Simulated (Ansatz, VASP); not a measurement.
Two plane-wave programs on Pb

```
CELL_PARAMETERS angstrom
-2.03091 2.03091 2.03091
2.03091 -2.03091 2.03091
2.03091 2.03091 -2.03091
ATOMIC_POSITIONS crystal
Pb 0.00000 0.00000 0.00000
```

Alike in both runs: task single point; functional PBEsol; k mesh 13 × 13 × 13; occupations fermi-dirac, width 0.1 eV; no spin polarisation.

|  | VASP | Ansatz |
| --- | --- | --- |
| version | VASP 6.6.1 | Ansatz 0.2.0 |
| potentials or method | VASP PAW PBE potentials, release 64 (Pb_d) | plane waves (420 eV) with PAW, scalar-relativistic |
| plane-wave cutoff (eV) | 520 | 420 |
| valence electrons in the cell | 14 | 14 |

|  | VASP | Ansatz | Ansatz less VASP |
| --- | --- | --- | --- |
| pressure (GPa) | -4.0 | -4.1 | -0.01 |

With one functional, cell and mesh, what is left measures potentials, basis and numerics. Ansatz warned: «pseudo_functional_mismatch».

Caveats: the PAW data sets were made with another functional, which shifts forces and pressure a little (VASP). The runs have no spin-orbit coupling, so splittings on Pb are missing.
